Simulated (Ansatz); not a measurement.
Ansatz input

```yaml
crystal:
  lattice:
    - [-1.6017736569, 1.6017736569, 1.6017736569]
    - [1.6017736569, -1.6017736569, 1.6017736569]
    - [1.6017736569, 1.6017736569, -1.6017736569]
  atoms:
    - { symbol: Ti, position: [0.0, 0.0, 0.0] }
hamiltonian:
  xc: rpbe
  pseudopotentials:
    kind: paw
    azcp:
      Ti: "pseudopotentials/Ti.paw.azcp"
basis:
  ecutwfc: 420
  fft_grid_basis: typed
kpoints:
  mp_grid: { grid: [15, 15, 15], shift: [0, 0, 0] }
magnetization:
  spin_polarized: false
scf:
  occupations: { method: fermi_dirac, width: 0.1 }
  lower_state_search: "off"
output:
  stress: true
```

Output

```
Engine: ansatz 0.2.0, aarch64-unknown-linux-gnu
Pseudopotentials: kind: paw
Pseudopotential: Ti, paw, valence charge 12, recommended cutoff 420 eV (normal) 
Functional definition: RPBE
  parameter kappa = 0.804
  parameter beta = 0.06672455060314922
  exchange = rpbe_x(kappa = kappa, mu = beta*pi^2/3)
  correlation = pbe_c(beta = beta)
Crystal: 1 atoms, lattice volume = 16.439 Å³
Basis set: ecut = 420 eV, 321 PW (Γ)
Bands: 10, of which v1, the nominal top of the filled ones, is band 6 counted from 1 (5 counted from 0)
Symmetry: 48 space group operations
Space group: Im-3m (ITA 229), of the structure as read, at distance tolerance 2.5e-5 Å
k-points: 120 of 3375
Non-local potential: Ti, projectors of the file, l = 0: 3, l = 1: 2, l = 2: 3, l = 3: 1
PAW form: soft (Blöchl's): semilocal exchange-correlation on the pseudo side does not see the compensation charge
PAW frozen core: Ti, regenerated for the run's functional, and the local potential with it (the file was generated under x = pbe(κ = 0.804, μ = 0.2195149727645171), c = pbe(β = 0.06672455060314922))
PAW one-centre angular grid: Ti, 590 points (default); XC on 64 Gauss nodes
Initial density: superposition of atomic densities (neutral atoms: chi_scale 0, normalization atom), corrected by the library's trained network
Initial wavefunctions: pseudopotential atomic-orbital guess
Functional: x = rpbe, c = pbe(β = 0.06672455060314922)
SCF iter   1: F=—  HF=-2503.922680 eV  |F-HF|=—  |Δ(HF+E_count)|=         —  Δρ=2.63e-3  dr2=6.36e-4  ethr=1.77e-3  ⟨swp⟩=4.3  Hψ=6296  notcnv=0
SCF iter   2: F=—  HF=-2503.922672 eV  |F-HF|=—  |Δ(HF+E_count)|=   8.28e-6  Δρ=1.15e-3  dr2=9.26e-5  ethr=5.30e-6  ⟨swp⟩=2.2  Hψ=2886  notcnv=0
SCF iter   3: F=—  HF=-2503.922716 eV  |F-HF|=—  |Δ(HF+E_count)|=   4.45e-5  Δρ=6.38e-4  dr2=1.18e-5  ethr=7.71e-7  ⟨swp⟩=2.5  Hψ=1930  notcnv=0
SCF iter   4: F=—  HF=-2503.922771 eV  |F-HF|=—  |Δ(HF+E_count)|=   5.44e-5  Δρ=8.09e-5  dr2=4.27e-7  ethr=9.83e-8  ⟨swp⟩=2.0  Hψ=1817  notcnv=0
iter 5 did not close the SCF: its close was put off for the readings that it lacked (scf_convergence_deferred on its scf_iter line)
SCF iter   5: F=-2503.922771 eV  HF=-2503.922771 eV  |F-HF|=9.98e-10  |Δ(HF+E_count)|=   4.89e-7  Δρ=6.48e-6  dr2=3.83e-9  ethr=3.56e-9  ⟨swp⟩=2.7  Hψ=1827  notcnv=0
SCF iter   6: F=-2503.922771 eV  HF=-2503.922771 eV  |F-HF|=1.27e-11  |Δ(HF+E_count)|=  2.37e-10  Δρ=3.72e-7  dr2=2.52e-11  ethr=3.19e-11  ⟨swp⟩=2.0  Hψ=3391  notcnv=0
SCF 1 converged in 6 iterations: F = -2503.922771 eV  dr2 = 2.52e-11
SCF converged after 6 iterations
Free energy (F): -2503.922771 eV
Harris-Foulkes:  -2503.922771 eV  (|F-HF|=1.27e-11)
Internal energy: -2503.851122 eV  (E = F + TS)
E sigma→0 (E₀):  -2503.886947 eV
Entropy (-TS):   -0.071649 eV (-71.649 meV/atom)
Fermi energy:    14.117266 eV
--- Per-component energies (eV) ---
  E_band       = -144.702975
  E_kinetic    = 274.284899
  E_local      = -782.136766  (includes V_loc(G=0)·N_el)
  E_nonlocal   = 7.502379
  E_hartree    = 324.678824
  E_xc         = -98.117452
  E_vxc        = -122.550546  (∫ρ·V_xc dr)
  E_paw        = -1052.233866  (= ΣΔE_a)
  E_vpaw       = -171.160874  (= ΣTr[D̂ρ^β])
  E_aug_tail   = 0.000130  (compensation charges beyond the density's cutoff)
  E_ewald      = -1177.777001
  E_core_change = -0.052270  (= ΣΔE_core)
  E_smearing   = -0.071649  (= −TS)
  E_closure    = 0.000000  (closes the sum)
  Σ components = -2503.922771   (vs F -2503.922771, Δ=0.00e0)
--- Stress (GPa, compression-positive) ---
        9.468922      -0.000000       0.000000
       -0.000000       9.468922       0.000000
       -0.000000      -0.000000       9.468922
  P = ⅓ Tr σ = 9.4689 GPa (94.689 kbar)
```
